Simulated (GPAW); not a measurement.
## Equation of state of ZnS under PW91

```cif
data_structure
_symmetry_space_group_name_H-M 'F-43m'
_symmetry_Int_Tables_number 216
_cell_length_a 5.4040
_cell_length_b 5.4040
_cell_length_c 5.4040
_cell_angle_alpha 90.000
_cell_angle_beta 90.000
_cell_angle_gamma 90.000
_cell_volume 157.81
loop_
_atom_site_label
_atom_site_type_symbol
_atom_site_symmetry_multiplicity
_atom_site_Wyckoff_symbol
_atom_site_fract_x
_atom_site_fract_y
_atom_site_fract_z
_atom_site_occupancy
Zn1 Zn 4 d 0.25000 0.25000 0.75000 1
S1 S 4 a 0.00000 0.00000 0.00000 1
```

The cell was scaled at fixed shape and fractions and run with GPAW, PAW data sets generated for this functional, cutoff 600 eV; PW91, k mesh 7 × 7 × 7 on the cell of 2 atoms, fermi-dirac occupations of 0.05 eV, no spin polarisation, no spin-orbit coupling. Energies are those that the program minimises, any entropy of the smearing included.

| V (Å³/atom) | energy over the lowest row (meV/atom) |
| --- | --- |
| 18.5432 | 29.85 |
| 18.9377 | 15.86 |
| 19.3322 | ? |
| 19.7268 | 1.38 |
| 20.1213 | 0.00 |
| 20.5158 | 2.00 |
| 20.9104 | 7.04 |

Q: Fit the third-order Birch-Murnaghan form, give V0, B0 and B′, and predict the energy left open.

A: With y = (V0/V)^(2/3), E = E0 + (9 V0 B0/16) [(y - 1)³ B′ + (y - 1)² (6 - 4y)]. Least squares through the rows shown give V0 = 20.0786 Å³/atom, E0 = -0.02 meV, B0 = 70.64 GPa (1 eV/Å³ = 160.218 GPa) and B′ = 4.41, with a largest miss of 0.00 meV. At V = 19.3322 the form with these constants gives 6.53 meV; the run gave 6.53 meV an atom. Measured volume: 19.78 Å³/atom at 300 K (a printed reference work), so the fit lies +1.5 % from it. The runs are for a static lattice.
